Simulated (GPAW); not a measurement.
Crystal: MnO2.

```xyz
3
Lattice="2.8566 0.0000 0.0000 -1.4283 2.4739 0.0000 0.0000 0.0000 4.6014" Properties=species:S:1:pos:R:3 pbc="T T T"
Mn    0.0000    0.0000    2.3007
O     0.0000    1.6492    3.2499
O     1.4283    0.8246    1.3515
```

Measurements of this composition are mostly on another form, of space group No. 136.

Program: GPAW 26.7.0. Alike in all runs: spin collinear, ferromagnetic start; cell as given.

Question: Order these runs on this cell by their pressure, lowest first.
A. level LDA; potentials or basis the program's PAW data sets (release 1.2.1) made for this functional, pw; k mesh 9 × 9 × 5; cutoff (eV) 600; smearing fermi-dirac 0.05 eV; maxiter 120; convergence default
B. level BLYP+D3(BJ); potentials or basis PAW data sets generated in the run's folder for this functional, pw; k mesh 11 × 11 × 6; cutoff (eV) 800; smearing gaussian 0.1 eV; eigensolver davidson; maxiter 150
C. level r2SCAN; potentials or basis GPAW PAW data sets (gpaw-data 1.2.1), pw; k mesh 7 × 7 × 4; cutoff (eV) 800; smearing fermi-dirac 0.05 eV; maxiter 150; band path GMKGALHA,LM,KH; band points 60
D. level LDA; potentials or basis the program's PAW data sets (release 1.2.1) made for this functional, pw; k mesh 7 × 7 × 4; cutoff (eV) 800; smearing fermi-dirac 0.05 eV; maxiter 150; band path GMKGALHA,LM,KH; band points 60
E. level PBEsol; potentials or basis PAW data sets generated in the run's folder for this functional, pw; k mesh 7 × 7 × 4; cutoff (eV) 800; smearing fermi-dirac 0.05 eV; maxiter 150; band path GMKGALHA,LM,KH; band points 60

Answer: A (-13.5 GPa), D (-7.8 GPa), E (0.9 GPa), C (2.5 GPa), B (5.6 GPa).

Caveats: a cell with one magnetic atom can't hold antiferromagnetic order, which such compounds often take; the cutoff is short for stress and forces, so pressures can be off by a GPa or more (some runs); the PAW data sets were made with another functional, which shifts forces and pressure a little (some runs).

Not every run made on this cell is shown here.
